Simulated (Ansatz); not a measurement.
**ZnS under changes of volume**

One of the cells (19.727 Å³/atom); the others are scaled copies at fixed shape and fractional positions:

```
Zn S
1.0
     0.00000    2.70200    2.70200
     2.70200    0.00000    2.70200
     2.70200    2.70200    0.00000
Zn S
1 1
Direct
  0.75000 0.75000 0.75000
  0.00000 0.00000 0.00000
```

```yaml
Program: Ansatz 0.2.0
Functional: PBE
Potentials_or_basis: SPMS NC
Cutoff: "816 eV (not typed: the program's choice for these potentials)"
k_mesh: 9 × 9 × 9
Occupations: fermi-dirac, width 0.05 eV
Spin: no spin polarisation
```

| volume (Å³/atom) | energy over the lowest point (meV/atom) | pressure (GPa) | gap on the mesh (eV) |
| --- | --- | --- | --- |
| 18.543 | 35.18 | 7.3 | 2.39 |
| 18.938 | 19.74 | 5.3 | 2.29 |
| 19.332 | ? | ? | ? |
| 19.727 | 2.61 | 1.8 | 2.11 |
| 20.121 | 0.00 | 0.3 | 2.03 |
| 20.516 | 0.83 | -1.0 | 1.94 |
| 20.910 | 4.75 | -2.2 | 1.86 |

**Question.** What does the run at 19.332 Å³/atom give?

**Answer.** Energy over the lowest point 9.05 meV/atom; pressure 3.4 GPa; gap on the mesh 2.20 eV.

Worked out: A Birch-Murnaghan fit of order 3 (a polynomial in V^(-2/3)) to the other rows has its minimum at 20.22 Å³/atom with B0 = V·E''(V) = 70 GPa and B' = 4.4. It gives 9.06 meV/atom at 19.332 Å³/atom, against the run's 9.05, and -dE/dV = 3.4 GPa, against 3.4. A straight line through the other rows of the gap, of slope -4.39 eV per unit of ln V (its deformation potential), gives 2.20 eV, against the run's 2.20.

Energies are extrapolated to zero smearing.

Caveats: odd divisions of the mesh miss points on the zone boundary, where band edges often lie, so the gap on the mesh can be too wide.
